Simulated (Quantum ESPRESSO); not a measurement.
# PbS2 (I4/mcm) in Quantum ESPRESSO: band structure with r2SCAN

Aim: the band structure of PbS2 with r2SCAN.

Everything below comes from runs of Quantum ESPRESSO 7.5. Logs are shortened: lines on timing, memory, paths and dates and some standing lists are left out, and cuts for length are marked.

## (1) The structure

It takes space group I4/mcm (No. 140, tetragonal). Conventional cell: a = 6.150 Å, b = 6.150 Å, c = 7.553 Å, α = 90.00°, β = 90.00°, γ = 90.00°. Around Pb (site symmetry 422) lie 8 S at 3.10 Å. Around S (site symmetry m2m) lie 1 S at 2.07 Å.

The cell comes from a database or a generator and needn't be the stable form of this composition.

## (2) Band structure, r2SCAN

The input, pw.in:

```
&CONTROL
  calculation = 'scf'
  prefix = 'pwscf'
  outdir = './tmp'
  pseudo_dir = './pseudo'
  tprnfor = .true.
  tstress = .true.
  disk_io = 'low'
/
&SYSTEM
  ibrav = 0
  celldm(1) = 8
  nat = 6
  ntyp = 2
  ecutwfc = 56
  nbnd = 36
  input_dft = 'r2scan'
  occupations = 'smearing'
  smearing = 'fd'
  degauss = 0.00367493
  nosym = .true.
/
&ELECTRONS
  conv_thr = 1d-08
  electron_maxstep = 120
  mixing_beta = 0.5
/
ATOMIC_SPECIES
Pb   207.2000 Pb_ONCV_PBE-1.2.upf
S     32.0600 S_ONCV_PBE-1.2.upf
CELL_PARAMETERS alat
 -0.7263557241894   0.7263557241894   0.8920920705267
  0.7263557241894  -0.7263557241894   0.8920920705267
  0.7263557241894   0.7263557241894  -0.8920920705267
ATOMIC_POSITIONS crystal
Pb     0.2500000000    0.2500000000    0.0000000000
Pb     0.7500000000    0.7500000000    0.0000000000
S      0.3809680250    0.1190319750    0.5000000000
S      0.6190319750    0.8809680250    0.5000000000
S      0.8809680250    0.3809680250    0.2619360500
S      0.1190319750    0.6190319750    0.7380639500
K_POINTS automatic
4 4 4 0 0 0
```

The input, bands.in:

```
&CONTROL
  calculation = 'bands'
  prefix = 'pwscf'
  outdir = './tmp'
  pseudo_dir = './pseudo'
  disk_io = 'low'
  verbosity = 'high'
/
&SYSTEM
  ibrav = 0
  celldm(1) = 8
  nat = 6
  ntyp = 2
  ecutwfc = 56
  nbnd = 36
  input_dft = 'r2scan'
  occupations = 'smearing'
  smearing = 'fd'
  degauss = 0.00367493
  nosym = .true.
/
&ELECTRONS
  conv_thr = 1d-08
  electron_maxstep = 120
  mixing_beta = 0.5
  diago_full_acc = .true.
  startingwfc = 'random'
/
ATOMIC_SPECIES
Pb   207.2000 Pb_ONCV_PBE-1.2.upf
S     32.0600 S_ONCV_PBE-1.2.upf
CELL_PARAMETERS alat
 -0.7263557241894   0.7263557241894   0.8920920705267
  0.7263557241894  -0.7263557241894   0.8920920705267
  0.7263557241894   0.7263557241894  -0.8920920705267
ATOMIC_POSITIONS crystal
Pb     0.2500000000    0.2500000000    0.0000000000
Pb     0.7500000000    0.7500000000    0.0000000000
S      0.3809680250    0.1190319750    0.5000000000
S      0.6190319750    0.8809680250    0.5000000000
S      0.8809680250    0.3809680250    0.2619360500
S      0.1190319750    0.6190319750    0.7380639500
K_POINTS crystal
60
 0.0000000000  0.0000000000  0.0000000000 1
 0.0000000000  0.0000000000  0.0714285714 1
 0.0000000000  0.0000000000  0.1428571429 1
 0.0000000000  0.0000000000  0.2142857143 1
 0.0000000000  0.0000000000  0.2857142857 1
 0.0000000000  0.0000000000  0.3571428571 1
 0.0000000000  0.0000000000  0.4285714286 1
 0.0000000000  0.0000000000  0.5000000000 1
-0.0828684817  0.0828684817  0.5000000000 1
-0.1657369633  0.1657369633  0.5000000000 1
-0.2486054450  0.2486054450  0.5000000000 1
-0.3314739266  0.3314739266  0.5000000000 1
-0.4157369633  0.4157369633  0.4157369633 1
-0.3695439674  0.3695439674  0.3695439674 1
-0.3233509715  0.3233509715  0.3233509715 1
-0.2771579755  0.2771579755  0.2771579755 1
-0.2309649796  0.2309649796  0.2309649796 1
-0.1847719837  0.1847719837  0.1847719837 1
-0.1385789878  0.1385789878  0.1385789878 1
-0.0923859918  0.0923859918  0.0923859918 1
-0.0461929959  0.0461929959  0.0461929959 1
 0.0000000000  0.0000000000  0.0000000000 1
 0.0555555556  0.0555555556 -0.0555555556 1
 0.1111111111  0.1111111111 -0.1111111111 1
 0.1666666667  0.1666666667 -0.1666666667 1
 0.2222222222  0.2222222222 -0.2222222222 1
 0.2777777778  0.2777777778 -0.2777777778 1
 0.3333333333  0.3333333333 -0.3333333333 1
 0.3888888889  0.3888888889 -0.3888888889 1
 0.4444444444  0.4444444444 -0.4444444444 1
 0.5000000000  0.5000000000 -0.5000000000 1
 0.4157369633  0.5842630367 -0.4157369633 1
 0.3464474694  0.5702191972 -0.3464474694 1
 0.2771579755  0.5561753578 -0.2771579755 1
 0.2078684817  0.5421315183 -0.2078684817 1
 0.1385789878  0.5280876789 -0.1385789878 1
 0.0692894939  0.5140438394 -0.0692894939 1
 0.0000000000  0.5000000000  0.0000000000 1
 0.0416666667  0.4583333333  0.0416666667 1
 0.0833333333  0.4166666667  0.0833333333 1
 0.1250000000  0.3750000000  0.1250000000 1
 0.1666666667  0.3333333333  0.1666666667 1
 0.2083333333  0.2916666667  0.2083333333 1
 0.2500000000  0.2500000000  0.2500000000 1
 0.2857142857  0.2857142857  0.1669322962 1
 0.3214285714  0.3214285714  0.0838645924 1
 0.3571428571  0.3571428571  0.0007968886 1
 0.3928571429  0.3928571429 -0.0822708152 1
 0.4285714286  0.4285714286 -0.1653385190 1
 0.4642857143  0.4642857143 -0.2484062228 1
 0.5000000000  0.5000000000 -0.3314739266 1
 0.5000000000  0.5000000000 -0.3876492844 1
 0.5000000000  0.5000000000 -0.4438246422 1
 0.5000000000  0.5000000000 -0.5000000000 1
 0.0000000000  0.0000000000  0.5000000000 1
 0.0500000000  0.0500000000  0.4500000000 1
 0.1000000000  0.1000000000  0.4000000000 1
 0.1500000000  0.1500000000  0.3500000000 1
 0.2000000000  0.2000000000  0.3000000000 1
 0.2500000000  0.2500000000  0.2500000000 1
```

Potentials or basis: SG15 PBE 1.2.

Run with:

```bash
$ OMP_NUM_THREADS=1 mpirun -n 4 pw.x -nk 2 -in pw.in > pw.out
$ OMP_NUM_THREADS=1 mpirun -n 4 pw.x -nk 4 -in bands.in > bands.out
```

pw.out:

```text
This program is part of the open-source Quantum ESPRESSO suite
     for quantum simulation of materials; please cite
         "P. Giannozzi et al., J. Phys.:Condens. Matter 21 395502 (2009);
         "P. Giannozzi et al., J. Phys.:Condens. Matter 29 465901 (2017);
         "P. Giannozzi et al., J. Chem. Phys. 152 154105 (2020);
     in publications or presentations arising from this work. More details at

     IMPORTANT: XC functional enforced from input :
     Exchange-correlation= R2SCAN
                           (   0   0   0   0   0 497 498)
     Any further DFT definition will be discarded
     Please, verify this is what you really want

     K-points division:     npool     =       2
     Subspace diagonalization in iterative solution of the eigenvalue problem:
     a serial algorithm will be used

     --------------------
     sticks:   dense  smooth     PW     G-vecs:    dense   smooth      PW
     Min        1041    1041    325                27268    27268    4803
     Max        1042    1042    326                27269    27269    4804
     Sum        2083    2083    651                54537    54537    9607

     Using Slab Decomposition

     bravais-lattice index     =            0
     lattice parameter (alat)  =       8.0000  a.u.
     unit-cell volume          =     963.9142 (a.u.)^3
     number of atoms/cell      =            6
     number of atomic types    =            2
     number of electrons       =        52.00
     number of Kohn-Sham states=           36
     kinetic-energy cutoff     =      56.0000  Ry
     charge density cutoff     =     224.0000  Ry
     scf convergence threshold =      1.0E-08
     mixing beta               =       0.5000
     number of iterations used =            8  plain     mixing
     Exchange-correlation= R2SCAN
                           (   0   0   0   0   0 497 498)

     celldm(1)=   8.000000  celldm(2)=   0.000000  celldm(3)=   0.000000
     celldm(4)=   0.000000  celldm(5)=   0.000000  celldm(6)=   0.000000

     crystal axes: (cart. coord. in units of alat)
               a(1) = (  -0.726356   0.726356   0.892092 )
               a(2) = (   0.726356  -0.726356   0.892092 )
               a(3) = (   0.726356   0.726356  -0.892092 )

     reciprocal axes: (cart. coord. in units 2 pi/alat)
               b(1) = (  0.000000  0.688368  0.560480 )
               b(2) = (  0.688368  0.000000  0.560480 )
               b(3) = (  0.688368  0.688368  0.000000 )

     PseudoPot. # 1 for Pb read from file:
     Pb_ONCV_PBE-1.2.upf
     Pseudo is Norm-conserving, Zval = 14.0
     Generated using ONCVPSP code by D. R. Hamann
     Using radial grid of  602 points,  8 beta functions with:
                l(1) =   0
                l(2) =   0
                l(3) =   1
                l(4) =   1
                l(5) =   2
                l(6) =   2
                l(7) =   3
                l(8) =   3

     PseudoPot. # 2 for S  read from file:
     S_ONCV_PBE-1.2.upf
     Pseudo is Norm-conserving, Zval =  6.0
     Generated using ONCVPSP code by D. R. Hamann
     Using radial grid of  602 points,  4 beta functions with:
                l(1) =   0
                l(2) =   0
                l(3) =   1
                l(4) =   1

     atomic species   valence    mass     pseudopotential
     Pb               14.00   207.20000     Pb( 1.00)
     S                 6.00    32.06000     S ( 1.00)

     No symmetry found

   Cartesian axes

     site n.     atom                  positions (alat units)
         1        Pb     tau(   1) = (   0.0000000   0.0000000   0.4460460  )
         2        Pb     tau(   2) = (  -0.0000000  -0.0000000   1.3381381  )
         3        S      tau(   3) = (   0.1729191   0.5534366   0.0000000  )
         4        S      tau(   4) = (   0.5534366   0.1729191   0.8920921  )
         5        S      tau(   5) = (  -0.1729191   0.5534366   0.8920921  )
         6        S      tau(   6) = (   0.8992748   0.1729191   0.0000000  )

     number of k points=    36  Fermi-Dirac smearing, width (Ry)=  0.0037
                       cart. coord. in units 2pi/alat
        k(    1) = (   0.0000000   0.0000000   0.0000000), wk =   0.0312500
        k(    2) = (   0.1720920   0.1720920   0.0000000), wk =   0.0625000
        k(    3) = (  -0.3441840  -0.3441840   0.0000000), wk =   0.0312500
        k(    4) = (   0.1720920   0.0000000   0.1401201), wk =   0.0625000
        k(    5) = (   0.3441840   0.1720920   0.1401201), wk =   0.0625000
        k(    6) = (  -0.1720920  -0.3441840   0.1401201), wk =   0.0625000
[... 28 lines left out ...]
        k(   35) = (  -0.1720920  -0.1720920  -0.5604803), wk =   0.0625000
        k(   36) = (  -0.6883679  -0.6883679  -0.5604803), wk =   0.0312500

     Dense  grid:    54537 G-vectors     FFT dimensions: (  54,  54,  54)

     WARNING: libxc functional with ID  497 depends
      on external parameters: check the user_guide of
      QE if you need to modify them or to check their
      default values.

     WARNING: libxc functional with ID  498 depends
      on external parameters: check the user_guide of
      QE if you need to modify them or to check their
      default values.

     Initial potential from superposition of free atoms

     starting charge      51.7546, renormalised to      52.0000
     Starting wfcs are random

     Self-consistent Calculation

     iteration #  1     ecut=    56.00 Ry     beta= 0.50
     Davidson diagonalization with overlap
     ethr =  1.00E-02,  avg # of iterations =  9.9

     total energy              =    -306.23330648 Ry
     estimated scf accuracy    <      19.30632675 Ry

     iteration #  2     ecut=    56.00 Ry     beta= 0.50
     Davidson diagonalization with overlap
     ethr =  1.00E-02,  avg # of iterations =  1.0
[... 50 lines left out ...]
     total energy              =    -306.50229182 Ry
     estimated scf accuracy    <       0.00000003 Ry

     iteration # 10     ecut=    56.00 Ry     beta= 0.50
     Davidson diagonalization with overlap
     ethr =  5.14E-11,  avg # of iterations =  2.0

     End of self-consistent calculation

          k = 0.0000 0.0000 0.0000 (  6829 PWs)   bands (ev):

    -8.5557  -8.5426  -8.5426  -8.4951  -8.4418  -8.4265  -8.4265  -8.4217
    -8.4049  -8.3903  -7.8574  -6.8723  -2.9225  -2.9225  -0.7886   0.4425
     3.1957   3.8520   3.8520   3.9858   4.2505   4.7396   4.9461   5.3068
     5.3068   8.3014  11.8473  11.8473  11.9125  11.9125  12.6214  12.6214
    13.2294  13.3795  13.4948  15.0491

          k = 0.1721 0.1721 0.0000 (  6782 PWs)   bands (ev):
[... 33 lines left out ...]
    -8.5998  -8.5252  -8.4914  -8.4764  -8.4494  -8.4444  -8.4404  -8.4363
    -8.4275  -8.4155  -7.3446  -7.0713  -3.6668  -3.2367  -0.1893  -0.0342
     2.6020   3.2821   3.6635   4.4915   4.8027   5.3028   6.2752   6.4783
     7.3298   7.8427  10.0878  10.4230  11.0283  11.4226  11.6904  11.9166
    12.6625  13.0828  15.6427  16.1269

          k = 0.0000-0.1721 0.1401 (  6808 PWs)   bands (ev):

    -8.5508  -8.5314  -8.5242  -8.4781  -8.4478  -8.4447  -8.4371  -8.4266
    -8.4147  -8.4143  -7.6795  -6.9355  -3.1332  -3.0806  -0.6356   0.0261
     2.7402   3.8239   3.9446   4.2917   4.3935   5.1489   5.2188   5.8273
     6.7102   7.7050  10.7093  10.9648  11.4654  11.6187  12.1432  12.6494
    13.0738  13.4536  14.8213  15.5951

          k =-0.3442-0.0000-0.2802 (  6816 PWs)   bands (ev):

    -8.5225  -8.5225  -8.4792  -8.4792  -8.4725  -8.4725  -8.4417  -8.4417
    -8.4345  -8.4345  -7.2462  -7.2462  -3.2868  -3.2868  -0.3843  -0.3843
     2.9639   2.9639   4.1647   4.1647   5.2117   5.2117   6.2814   6.2814
     7.5520   7.5520   9.9003   9.9003  11.2188  11.2188  12.2885  12.2885
    12.7672  12.7672  16.1971  16.1971
[... 219 lines left out ...]
    -8.5488  -8.5375  -8.4953  -8.4953  -8.4622  -8.4393  -8.4393  -8.4124
    -8.4122  -8.4102  -7.4590  -6.9277  -3.2695  -3.2695  -1.0135  -0.9439
     2.6957   3.3479   4.1080   4.1080   5.5259   5.5272   7.1107   7.1107
     8.3580   8.5510  10.2827  10.4011  10.4011  11.3776  11.3776  11.9921
    12.5161  12.5161  13.6513  14.4050

     the Fermi energy is     8.7078 ev

!    total energy              =    -306.50229182 Ry
     estimated scf accuracy    <          1.0E-08 Ry
     smearing contrib. (-TS)   =      -0.00004987 Ry
     internal energy E=F+TS    =    -306.50224196 Ry

     The total energy is F=E-TS. E is the sum of the following terms:
     one-electron contribution =     -57.39575377 Ry
     hartree contribution      =      55.32076991 Ry
     xc contribution           =     -44.84477050 Ry
     ewald contribution        =    -259.58248759 Ry

     convergence has been achieved in  10 iterations

     Forces acting on atoms (cartesian axes, Ry/au):

     atom    1 type  1   force =     0.00001337    0.00000143    0.00000178
     atom    2 type  1   force =    -0.00000511   -0.00000049   -0.00000180
     atom    3 type  2   force =     0.00745402   -0.00745545   -0.00000009
     atom    4 type  2   force =    -0.00745783    0.00745614   -0.00000010
     atom    5 type  2   force =    -0.00745971   -0.00745829    0.00000018
     atom    6 type  2   force =     0.00745526    0.00745665    0.00000003

     Total force =     0.021091     Total SCF correction =     0.000132

     Computing stress (Cartesian axis) and pressure

          total   stress  (Ry/bohr**3)                   (kbar)     P=       -4.51
  -0.00001371   0.00000000   0.00000000           -2.02        0.00        0.00
   0.00000000  -0.00001370  -0.00000000            0.00       -2.02       -0.00
   0.00000000  -0.00000000  -0.00006448            0.00       -0.00       -9.49

=------------------------------------------------------------------------------=
   JOB DONE.
=------------------------------------------------------------------------------=
```

Run time: 3.3 min. Hardware: 4 MPI ranks of Intel Xeon 6975P-C (Granite Rapids), shared host; peak memory 0.56 GiB.

Results:

```
Free energy             : -4170.1761 eV
Pressure                : -0.5 GPa
Largest force           : 0.271 eV/Å
Band gap on the k mesh  : 0.38 eV, indirect (least direct gap 1.08 eV)
Band gap along the path : 0.38 eV, indirect (least direct gap 0.99 eV)
```

Forces in eV/Å, atoms in the order of the input:
```
Pb   0.000  0.000  0.000
Pb   0.000  0.000  0.000
S    0.192 -0.192  0.000
S   -0.192  0.192  0.000
S   -0.192 -0.192  0.000
S    0.192  0.192  0.000
```

Stress tensor (GPa, compression positive):
```
-0.20  0.00  0.00
 0.00 -0.20  0.00
 0.00  0.00 -0.95
```

Levels at the corners of the path, in eV from the valence-band top:
| point | band 23 | band 24 | band 25 | band 26 | band 27 | band 28 | band 29 | band 30 |
| --- | --- | --- | --- | --- | --- | --- | --- | --- |
| Γ | -3.60 | -3.24 | -3.24 | -0.25 | 3.30 | 3.30 | 3.36 | 3.36 |
| X | -2.67 | -1.42 | -1.25 | -0.39 | 1.45 | 1.52 | 2.33 | 2.83 |
| Y | -1.42 | -1.04 | -0.73 | -0.43 | 0.56 | 2.13 | 2.41 | 2.50 |
| S | -1.61 | -1.06 | -0.42 | -0.41 | 1.10 | 1.83 | 2.46 | 2.57 |
| Γ | -3.60 | -3.24 | -3.24 | -0.25 | 3.30 | 3.30 | 3.36 | 3.36 |
| Z | -1.44 | -1.44 | -0.19 | 0.00 | 1.73 | 1.85 | 1.85 | 2.83 |
| S1 | -1.61 | -1.06 | -0.42 | -0.41 | 1.10 | 1.83 | 2.46 | 2.57 |
| N | -2.27 | -2.27 | -1.00 | -1.00 | 1.35 | 1.35 | 2.67 | 2.67 |
| P | -2.10 | -2.10 | -1.02 | -1.02 | 2.56 | 2.56 | 2.61 | 2.61 |
| Y1 | -1.42 | -1.04 | -0.73 | -0.43 | 0.56 | 2.13 | 2.41 | 2.50 |
| Z | -1.44 | -1.44 | -0.19 | 0.00 | 1.73 | 1.85 | 1.85 | 2.83 |
| X | -2.67 | -1.42 | -1.25 | -0.39 | 1.45 | 1.52 | 2.33 | 2.83 |
| P | -2.10 | -2.10 | -1.02 | -1.02 | 2.56 | 2.56 | 2.61 | 2.61 |

Caveat: the potentials were made for another functional, which shifts forces and pressure; spin-orbit coupling is left out, which as a rule narrows the gap of such compounds by several tenths of an eV.
